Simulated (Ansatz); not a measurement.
**TlBr (Pm-3m): what a change of settings does**

```xyz
2
Lattice="3.9145 0.0000 0.0000 0.0000 3.9145 0.0000 0.0000 0.0000 3.9145" Properties=species:S:1:pos:R:3 pbc="T T T"
Tl    0.0000    0.0000    0.0000
Br    1.9573    1.9573    1.9573
```

The conventional cell has a = 3.915 Å, b = 3.915 Å, c = 3.915 Å, α = 90.00°, β = 90.00°, γ = 90.00°. Around Tl (atom 1) lie 8 Br at 3.39 Å. Br (atom 2) has 8 Tl at 3.39 Å as nearest neighbours.

Unless marked otherwise, the numbers come from PBEsol, PAW on Ansatz 0.2.0's default frozen-core files (fitted under PBE), scalar-relativistic. k mesh 6×6×6, fixed occupations, cutoff 420 eV. The cell was relaxed by PAW under this functional, which moved its volume by -5 % from the database entry's.

With these settings the run gives a highest phonon of 38.5 cm⁻¹ on a 1×1×1 q mesh (linear response, no LO-TO term).

Q: The run is repeated in the same cell with kpoints.mp_grid.shift from its default to [0.5, 0.5, 0.5]. What moves, and by how much?

A: highest phonon: +1.87 %; largest phonon shift: +0.7 cm⁻¹.

Limits of these numbers: frozen-core PAW files fitted under PBE, their cores solved anew for the functional of the run; no spin-orbit coupling on heavy atoms; zone-boundary modes aren't tested; field response not resolved by the mesh.
